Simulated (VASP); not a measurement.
Sn: single point with PBE

Sn, a slab with vacuum:

```
CELL_PARAMETERS angstrom
4.50100 0.00000 0.00000
0.57367 4.46429 0.00000
0.00000 0.00000 18.53402
ATOMIC_POSITIONS crystal
Sn 0.77391 0.77391 0.40466
Sn 0.21739 0.21739 0.44280
Sn 0.54782 0.54782 0.55720
Sn 0.99130 0.99130 0.59534
```

The slab is cut from a database's or a generator's crystal, which needn't be the stable form of the element.

The cell isn't the ideal one: (1 0 1) slab cut from the bulk.

```
Program                : VASP 6.6.1
Task                   : single point
Functional             : PBE
Potentials or basis    : VASP PAW PBE potentials, release 64 (Sn_d)
Cutoff                 : 520 eV
k mesh                 : 8 × 8 × 1
Occupations            : gaussian, width 0.1 eV
Spin                   : no spin polarisation
Dipole correction      : yes
Further INCAR settings : ALGO = Fast; EDIFF = 1e-06; NBANDS = 36
```

```
Largest force                   : 0.569 eV/Å
Band gap on the k mesh          : none (metal or under the smearing width)
Work function of the upper face : 3.86 eV
Work function of the lower face : 3.86 eV
```

Forces in eV/Å, atoms in the order of the input:
```
Sn   0.090  0.079  0.556
Sn  -0.058 -0.051  0.195
Sn   0.058  0.051 -0.195
Sn  -0.090 -0.079 -0.556
```

Levels at points of the mesh, in eV from the Fermi level:
| k point | band 26 | band 27 | band 28 | band 29 | band 30 | band 31 |
| --- | --- | --- | --- | --- | --- | --- |
| (0.00, 0.00, 0.00) | -1.61 | -1.16 | -0.57 | -0.25 | 0.79 | 2.93 |
| (0.50, 0.00, 0.00) | -1.08 | -0.61 | -0.06 | 1.07 | 1.16 | 2.00 |
| (0.50, 0.50, 0.00) | -3.39 | -2.21 | -2.11 | -0.29 | 0.18 | 1.64 |

It took 6.3 min on 1 thread of Intel(R) Xeon(R) Platinum 8259CL CPU @ 2.50GHz (Skylake/Cascade Lake) (shared host), peak memory 0.55 GiB.
